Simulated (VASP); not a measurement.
# Au in VASP: a series of runs

The runs below take Au through band structure, work function, with PBE+rVV10+U, rev-vdW-DF2.

Everything below comes from runs of VASP 6.6.1. Logs are shortened: lines on timing, memory, paths and dates and some standing lists are left out, and cuts for length are marked.

### Step 1. Starting point

The cell holds a sheet with vacuum, 1 atom: a = 2.662 Å, b = 2.662 Å, c = 23.800 Å, α = 90.00°, β = 90.00°, γ = 90.00°.

The cell was built by a generator and needn't be a form met in nature.

### Step 2. Band structure, PBE+rVV10+U

Contents of INCAR:

```
ALGO = Fast ; BPARAM = 10.0
CPARAM = 0.0093 ; EDIFF = 1E-6
ENCUT = 500 ; GGA = PE
ISIF = 2 ; ISMEAR = -1
IVDW_NL = 2 ; LASPH = T
LCHARG = F ; LDAU = T
LDAUJ = 1 ; LDAUL = 2
LDAUPRINT = 1 ; LDAUTYPE = 2
LDAUU = 1 ; LMAXMIX = 4
LREAL = F ; LUSE_VDW = T
LWAVE = F ; NELM = 80
PREC = Accurate ; SIGMA = 0.02
```

Contents of KPOINTS:

```
k-points
0
Gamma
  10 10 1
```

Contents of POSCAR:

```
Au
2.6623
    0.999988731548      0.000000000000      0.000000000000
    0.000000000000      0.999774630958      0.000000000000
    0.000000000000      0.000000000000      8.939638658303
Au
1
Direct
    0.0000000000      0.5000000000      0.2941200000
```

Contents of KPOINTS_OPT:

```
path GXMGZRAZ,XR,MA
15
line-mode
reciprocal
 0.0000000000  0.0000000000  0.0000000000  G
-0.5000000000  0.0000000000  0.0000000000  X

-0.5000000000  0.0000000000  0.0000000000  X
-0.5000000000 -0.5000000000  0.0000000000  M

-0.5000000000 -0.5000000000  0.0000000000  M
 0.0000000000  0.0000000000  0.0000000000  G

 0.0000000000  0.0000000000  0.0000000000  G
 0.0000000000  0.0000000000 -0.5000000000  Z

 0.0000000000  0.0000000000 -0.5000000000  Z
-0.5000000000  0.0000000000 -0.5000000000  R

-0.5000000000  0.0000000000 -0.5000000000  R
-0.5000000000 -0.5000000000 -0.5000000000  A

-0.5000000000 -0.5000000000 -0.5000000000  A
 0.0000000000  0.0000000000 -0.5000000000  Z

-0.5000000000  0.0000000000  0.0000000000  X
-0.5000000000  0.0000000000 -0.5000000000  R

-0.5000000000 -0.5000000000  0.0000000000  M
-0.5000000000 -0.5000000000 -0.5000000000  A
```

Potentials or basis: VASP PAW PBE potentials, release 64 (Au).

Launch:

```sh
$ cat potpaw_PBE.64/Au/POTCAR > POTCAR
$ mpirun -np 1 vasp_std > vasp.out
```

OUTCAR:

```text
BPARAM = 10.0
   EDIFF = 1E-6
   ENCUT = 500
   GGA = PE
   ISIF = 2
   ISMEAR = -1
   IVDW_NL = 2
   LASPH = T
   LREAL = F
   NELM = 80
   PREC = Accurate

 ion  position               nearest neighbor table
   1  0.000  0.500  0.294-

  LATTYP: Found a simple orthorhombic cell.
 ALAT       =     2.6617000000
 B/A-ratio  =     1.0002141489
 C/A-ratio  =     8.9416538303

  Lattice vectors:

 A1 = (   0.0000000000,  -2.6617000000,   0.0000000000)
 A2 = (   2.6622700000,   0.0000000000,   0.0000000000)
 A3 = (   0.0000000000,   0.0000000000,  23.8000000000)

Analysis of symmetry for initial positions (statically):
=====================================================================
 Subroutine PRICEL returns:
 Original cell was already a primitive cell.

 Routine SETGRP: Setting up the symmetry group for a
 simple orthorhombic supercell.

 Subroutine GETGRP returns: Found  8 space group operations
 (whereof  4 operations were pure point group operations)
 out of a pool of  8 trial point group operations.

The static configuration has the point symmetry C_2v.
 The point group associated with its full space group is D_2h.

Analysis of symmetry for dynamics (positions and initial velocities):
=====================================================================
 Subroutine PRICEL returns:
 Original cell was already a primitive cell.

 Routine SETGRP: Setting up the symmetry group for a
 simple orthorhombic supercell.

 Subroutine GETGRP returns: Found  8 space group operations
 (whereof  4 operations were pure point group operations)
 out of a pool of  8 trial point group operations.

The dynamic configuration has the point symmetry C_2v.
 The point group associated with its full space group is D_2h.

 Subroutine INISYM returns: Found  8 space group operations
 (whereof  4 operations are pure point group operations),
 and found     1 'primitive' translations

----------------------------------------------------------------------------------------

                                     Primitive cell

  volume of cell :     168.6507

  direct lattice vectors                    reciprocal lattice vectors
     2.662270000  0.000000000  0.000000000     0.375619302  0.000000000  0.000000000
     0.000000000  2.661700000  0.000000000     0.000000000  0.375699741  0.000000000
     0.000000000  0.000000000 23.800000000     0.000000000  0.000000000  0.042016807

  length of vectors
     2.662270000  2.661700000 23.800000000     0.375619302  0.375699741  0.042016807

  position of ions in fractional coordinates (direct lattice)
     0.000000000  0.500000000  0.294120000

  ion indices of the primitive-cell ions
   primitive index   ion index
                 1           1

----------------------------------------------------------------------------------------

 KPOINTS: k-points

Automatic generation of k-mesh.
 Grid dimensions read from file:
 generate k-points for:   10   10    1

 Generating k-lattice:

  Cartesian coordinates                     Fractional coordinates (reciprocal lattice)
     0.037561930  0.000000000  0.000000000     0.100000000  0.000000000  0.000000000
     0.000000000  0.037569974  0.000000000     0.000000000  0.100000000  0.000000000
     0.000000000  0.000000000  0.042016807     0.000000000  0.000000000  1.000000000

  Length of vectors
     0.037561930  0.037569974  0.042016807

  Shift w.r.t. Gamma in fractional coordinates (k-lattice)
     0.000000000  0.000000000  0.000000000

 Subroutine IBZKPT returns following result:
 ===========================================

 Found     36 irreducible k-points:

 Following reciprocal coordinates:
            Coordinates               Weight
  0.000000  0.000000  0.000000      1.000000
  0.100000  0.000000  0.000000      2.000000
  0.200000  0.000000  0.000000      2.000000
  0.300000  0.000000  0.000000      2.000000
  0.400000  0.000000  0.000000      2.000000
  0.500000  0.000000  0.000000      1.000000
[... 16 lines left out ...]
  0.400000  0.300000  0.000000      4.000000
  0.500000  0.300000  0.000000      2.000000
 [... further k-points ...]
   k-points           NKPTS =     36   k-points in BZ     NKDIM =     36   number of bands    NBANDS=      9
   number of dos      NEDOS =    301   number of ions     NIONS =      1
   total plane-waves  NPLWV =  72000
   dimension x,y,z NGX =    20 NGY =   20 NGZ =  180
   dimension x,y,z NGXF=    40 NGYF=   40 NGZF=  360
   ions per type =               1
   NGX,Y,Z   is equivalent  to a cutoff of  12.49, 12.49, 12.57 a.u.
   NGXF,Y,Z  is equivalent  to a cutoff of  24.98, 24.98, 25.15 a.u.
 SYSTEM =  unknown system
   PREC   = accura    normal or accurate (medium, high low for compatibility)
   ISTART =      0    job   : 0-new  1-cont  2-samecut
   ICHARG =      2    charge: 1-file 2-atom 10-const
   ISPIN  =      1    spin polarized calculation?
   LNONCOLLINEAR =      F non collinear calculations
   LSORBIT =      F    spin-orbit coupling
   LASPH  =      T    aspherical Exc in radial PAW
   ENCUT  =  500.0 eV  36.75 Ry    6.06 a.u.   4.85  4.85 43.39*2*pi/ulx,y,z
   NELM   =     80;   NELMIN=  2; NELMDL= -5     # of ELM steps
   EDIFF  = 0.1E-05   stopping-criterion for ELM
   LREAL  =      F    real-space projection
   EDIFFG = 0.1E-04   stopping-criterion for IOM
   NSW    =      0    number of steps for IOM
   IBRION =     -1    ionic relax: 0-MD 1-quasi-New 2-CG
   NFREE  =      0    steps in history (QN), initial steepest desc. (CG)
   ISIF   =      2    stress and relaxation
   ISYM   =      2    0-nonsym 1-usesym 2-fastsym
   POTIM  = 0.5000    time-step for ionic-motion
   TEBEG  =    0.0;   TEEND  =   0.0 temperature during run
   PSTRESS=    0.0 pullay stress
   NELECT =      11.0000    total number of electrons
   NUPDOWN=      -1.0000    fix difference up-down
   EMIN   =  10.00;   EMAX   =-10.00  energy-range for DOS
   EFERMI =   0.00;   METHOD = LEGACY
   ISMEAR =    -1;   SIGMA  =   0.02  broadening in eV -4-tet -1-fermi 0-gaus
   EFERMI_NEDOS =   21; number of points for ismear=-14 and -15
   IALGO  =     68    algorithm
   IMIX   =      4    mixing-type and parameters
     AMIX     =   0.40;   BMIX     =  1.00
     AMIX_MAG =   1.60;   BMIX_MAG =  1.00
  volume/ion in A,a.u.               =     168.65      1138.11
  Fermi-wavevector in a.u.,A,eV,Ry     =   0.658986  1.245303  5.908505  0.434263
  Thomas-Fermi vector in A             =   1.730980
   LORBIT       =      0    0 simple, 1 ext, 2 COOP (PROOUT), +10 PAW based schemes
 LDA+U is selected, type is set to LDAUTYPE =  2
   angular momentum for each species LDAUL =     2
   U (eV)           for each species LDAUU =   1.0
   J (eV)           for each species LDAUJ =   1.0
   GGA     = PE    functional components
   LHFCALC =     F    Hartree Fock is set to
   AEXX    =    0.0000 exact exchange contribution
   IVDW_NL    =     2    kernel type
   BPARAM     =10.0000
   IVDW    =     0    specifies the selected vdW correction
   LEPSILON=     F    determine dielectric tensor
   LRPA    =     F    only Hartree local field effects (RPA)
 non-spin polarized calculation
 RMM-DIIS sequential band-by-band and
  energy-cutoff  :      500.00
  volume of cell :      168.65
 maximum number of plane-waves:      4318
 NGX is ok and might be reduce to    20
   NGX =  9   NGY =  9   NGZ = 87

atom =   1  type =  1  l = 2

 onsite density matrix

spin component  1

  0.8979  0.0000  0.0000  0.0000  0.0000
  0.0000  0.9025  0.0000  0.0000  0.0000
  0.0000  0.0000  0.8974  0.0000 -0.0000
  0.0000  0.0000  0.0000  0.9025  0.0000
  0.0000  0.0000 -0.0000  0.0000  0.8094

spin component  2

  0.8979  0.0000  0.0000  0.0000  0.0000
  0.0000  0.9025  0.0000  0.0000  0.0000
  0.0000  0.0000  0.8974  0.0000 -0.0000
  0.0000  0.0000  0.0000  0.9025  0.0000
  0.0000  0.0000 -0.0000  0.0000  0.8094

 occupancies and eigenvectors

  o =  0.8094  v =  0.0000  0.0000 -0.0001  0.0000 -1.0000  0.0000  0.0000  0.0000  0.0000  0.0000      0.0000  0.0000  0.0000  0.0000  0.0000  0.0000  0.0000  0.0000  0.0000  0.0000
  o =  0.8094  v =  0.0000  0.0000  0.0000  0.0000  0.0000  0.0000  0.0000 -0.0001  0.0000 -1.0000      0.0000  0.0000  0.0000  0.0000  0.0000  0.0000  0.0000  0.0000  0.0000  0.0000
  o =  0.8974  v =  0.0000  0.0000 -1.0000  0.0000  0.0001  0.0000  0.0000  0.0000  0.0000  0.0000      0.0000  0.0000  0.0000  0.0000  0.0000  0.0000  0.0000  0.0000  0.0000  0.0000
  o =  0.8974  v =  0.0000  0.0000  0.0000  0.0000  0.0000  0.0000  0.0000 -1.0000  0.0000  0.0001      0.0000  0.0000  0.0000  0.0000  0.0000  0.0000  0.0000  0.0000  0.0000  0.0000
  o =  0.8979  v =  0.0000  0.0000  0.0000  0.0000  0.0000  1.0000  0.0000  0.0000  0.0000  0.0000      0.0000  0.0000  0.0000  0.0000  0.0000  0.0000  0.0000  0.0000  0.0000  0.0000
  o =  0.8979  v =  1.0000  0.0000  0.0000  0.0000  0.0000  0.0000  0.0000  0.0000  0.0000  0.0000      0.0000  0.0000  0.0000  0.0000  0.0000  0.0000  0.0000  0.0000  0.0000  0.0000
  o =  0.9025  v =  0.0000  0.0000  0.0000  0.0000  0.0000  0.0000  1.0000  0.0000  0.0000  0.0000      0.0000  0.0000  0.0000  0.0000  0.0000  0.0000  0.0000  0.0000  0.0000  0.0000
  o =  0.9025  v =  0.0000  1.0000  0.0000  0.0000  0.0000  0.0000  0.0000  0.0000  0.0000  0.0000      0.0000  0.0000  0.0000  0.0000  0.0000  0.0000  0.0000  0.0000  0.0000  0.0000
  o =  0.9025  v =  0.0000  0.0000  0.0000  1.0000  0.0000  0.0000  0.0000  0.0000  0.0000  0.0000      0.0000  0.0000  0.0000  0.0000  0.0000  0.0000  0.0000  0.0000  0.0000  0.0000
  o =  0.9025  v =  0.0000  0.0000  0.0000  0.0000  0.0000  0.0000  0.0000  0.0000  1.0000  0.0000      0.0000  0.0000  0.0000  0.0000  0.0000  0.0000  0.0000  0.0000  0.0000  0.0000

 number of electron      11.0000002 magnetization

 Free energy of the ion-electron system (eV)
  ---------------------------------------------------
  ext. energy  EPLUGINS =         0.00000000
  ---------------------------------------------------
  free energy    TOTEN  =        -2.11101205 eV

  energy without entropy =       -2.10937789  energy(sigma->0) =       -2.11019497

 E-fermi :  -4.3999     XC(G=0):  -1.9598

 val. band max:       -4.4065813629   @ k =   0.4000   0.5000   0.0000
 cond. band min:      -4.0675062924   @ k =   0.4000   0.1000   0.0000
 fundamental gap:      0.3390750706
 Fermi energy:        -4.3998912076

 k-point     1 :       0.0000    0.0000    0.0000
  band No.  band energies     occupation
      1     -10.7625      2.00000
      2      -9.7779      2.00000
      3      -6.9597      2.00000
      4      -5.6436      2.00000
      5      -5.6421      2.00000
      6      -5.0272      2.00000
      7      -2.4994      0.00000
      8       1.1031      0.00000
      9       1.5817      0.00000

 k-point     2 :       0.1000    0.0000    0.0000
  band No.  band energies     occupation
      1     -10.4934      2.00000
      2      -9.5744      2.00000
      3      -6.8841      2.00000
      4      -6.0286      2.00000
      5      -5.6202      2.00000
      6      -5.2060      2.00000
      7      -2.0641      0.00000
      8       1.3061      0.00000
      9       1.8058      0.00000

 k-point     3 :       0.2000    0.0000    0.0000
  band No.  band energies     occupation
      1     -10.0309      2.00000
      2      -8.6795      2.00000
      3      -6.7927      2.00000
      4      -6.6709      2.00000
      5      -5.6467      2.00000
      6      -5.5622      2.00000
      7      -1.0805      0.00000
      8       1.9153      0.00000
      9       2.4671      0.00000
[... 229 lines left out ...]
 k-point    23 :       0.4000    0.3000    0.0000
  band No.  band energies     occupation
      1      -8.7056      2.00000
      2      -7.6374      2.00000
      3      -6.9845      2.00000
      4      -6.4381      2.00000
      5      -5.8318      2.00000
      6      -2.4217      0.00000
      7       3.6615      0.00000
      8       4.0045      0.00000
      9       6.2187      0.00000

 k-point    24 :       0.5000    0.3000    0.0000
  band No.  band energies     occupation
      1      -8.8516      2.00000
      2      -7.7909      2.00000
      3      -6.9466      2.00000
      4      -6.3951      2.00000
      5      -5.6230      2.00000
      6       0.3156      0.00000
      7       0.6081      0.00000
      8       5.1618      0.00000
      9       6.8178      0.00000

 [... further k-points ...]
[... 5 lines left out ...]
  --------------------------------------------------------------------------------------
  -------------------------------------------------------------------------------------
  Total       -0.1900346     -0.1813955     -0.0129650      0.0000000      0.0000000      0.0000000
  in kB       -1.8053236     -1.7232525     -0.1231668      0.0000000      0.0000000      0.0000000
  external PRESSURE =      -1.2172476 kB  Pullay stress =       0.0000000 kB

 VOLUME and BASIS-vectors are now :
 -----------------------------------------------------------------------------
  energy-cutoff  :      500.00
  volume of cell :      168.65
      direct lattice vectors                 reciprocal lattice vectors
     2.662270000  0.000000000  0.000000000     0.375619302  0.000000000  0.000000000
     0.000000000  2.661700000  0.000000000     0.000000000  0.375699741  0.000000000
     0.000000000  0.000000000 23.800000000     0.000000000  0.000000000  0.042016807

 POSITION                                       TOTAL-FORCE (eV/Angst)
 -----------------------------------------------------------------------------------
      0.00000      1.33085      7.00006         0.000000      0.000000     -0.000000
 -----------------------------------------------------------------------------------
    total drift:                                0.000000     -0.000000      0.000006

  FREE ENERGIE OF THE ION-ELECTRON SYSTEM (eV)
  ---------------------------------------------------
  free  energy   TOTEN  =        -2.1110120482 eV

  energy  without entropy=       -2.1093778948  energy(sigma->0) =       -2.11019497
```

Wall time 3.3 min (1 thread of AMD EPYC 7R43 (Zen 3), shared host); peak memory 0.5 GiB.

What came out:

```yaml
Free_energy: -2.1110 eV
Band_gap_along_the_path: none (metal or under the smearing width)
```

Levels at the corners of the path, in eV from the Fermi level:
| point | band 1 | band 2 | band 3 | band 4 | band 5 | band 6 | band 7 | band 8 | band 9 |
| --- | --- | --- | --- | --- | --- | --- | --- | --- | --- |
| Γ | -6.36 | -5.38 | -2.56 | -1.24 | -1.24 | -0.63 | 1.90 | 5.52 | 6.00 |
| X | -5.00 | -3.77 | -2.25 | -1.75 | -1.01 | 1.82 | 3.99 | 6.85 | 9.80 |
| X | -5.00 | -3.77 | -2.25 | -1.75 | -1.01 | 1.82 | 3.99 | 6.85 | 9.80 |
| M | -5.19 | -3.18 | -3.17 | -1.36 | 0.67 | 6.74 | 6.74 | 9.43 | 12.08 |
| M | -5.19 | -3.18 | -3.17 | -1.36 | 0.67 | 6.74 | 6.74 | 9.43 | 12.08 |
| Γ | -6.36 | -5.38 | -2.56 | -1.24 | -1.24 | -0.63 | 1.90 | 5.52 | 6.00 |
| Γ | -6.36 | -5.38 | -2.56 | -1.24 | -1.24 | -0.63 | 1.90 | 5.52 | 6.00 |
| Z | -6.36 | -5.38 | -2.56 | -1.24 | -1.24 | -0.63 | 1.90 | 5.53 | 5.86 |
| Z | -6.36 | -5.38 | -2.56 | -1.24 | -1.24 | -0.63 | 1.90 | 5.53 | 5.86 |
| R | -5.00 | -3.77 | -2.25 | -1.75 | -1.01 | 1.82 | 3.99 | 6.85 | 9.80 |
| R | -5.00 | -3.77 | -2.25 | -1.75 | -1.01 | 1.82 | 3.99 | 6.85 | 9.80 |
| A | -5.19 | -3.18 | -3.17 | -1.36 | 0.67 | 6.74 | 6.74 | 9.43 | 12.08 |
| A | -5.19 | -3.18 | -3.17 | -1.36 | 0.67 | 6.74 | 6.74 | 9.43 | 12.08 |
| Z | -6.36 | -5.38 | -2.56 | -1.24 | -1.24 | -0.63 | 1.90 | 5.53 | 5.86 |
| X | -5.00 | -3.77 | -2.25 | -1.75 | -1.01 | 1.82 | 3.99 | 6.85 | 9.80 |
| R | -5.00 | -3.77 | -2.25 | -1.75 | -1.01 | 1.82 | 3.99 | 6.85 | 9.80 |
| M | -5.19 | -3.18 | -3.17 | -1.36 | 0.67 | 6.74 | 6.74 | 9.43 | 12.08 |
| A | -5.19 | -3.18 | -3.17 | -1.36 | 0.67 | 6.74 | 6.74 | 9.43 | 12.08 |

Eigenvalues of the final occupation matrices:
```csv
site,spin,trace,eigenvalues
site 1 d,1,4.41,0.81 0.90 0.90 0.90 0.90
site 1 d,2,4.41,0.81 0.90 0.90 0.90 0.90
```

Caveat: spin-orbit coupling is left out, which moves the levels of the heavy elements; U without spin polarisation on a metal has little footing; the U is typed as a test and isn't derived for this compound.

[end of part 1 of 2]
